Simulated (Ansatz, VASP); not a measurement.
Two plane-wave programs on Tl

```
CELL_PARAMETERS angstrom
0.00000 2.47292 2.47292
2.47292 0.00000 2.47292
2.47292 2.47292 0.00000
ATOMIC_POSITIONS crystal
Tl 0.00000 0.00000 0.00000
```

Alike in both runs: task single point; functional revPBE; k mesh 12 × 12 × 12; occupations fermi-dirac, width 0.1 eV; no spin polarisation.

```csv
,VASP,Ansatz
version,VASP 6.6.1,Ansatz 0.2.0
potentials or method,"VASP PAW PBE potentials, release 64 (Tl_d)","plane waves (420 eV) with PAW, scalar-relativistic"
plane-wave cutoff (eV),520,420
valence electrons in the cell,13,13
```

|  | VASP | Ansatz | Ansatz less VASP |
| --- | --- | --- | --- |
| pressure (GPa) | 2.1 | 2.2 | +0.06 |

Caveats: the PAW data sets were made with another functional, which shifts forces and pressure a little (VASP). Spin-orbit coupling is left out, which matters for the levels of Tl.
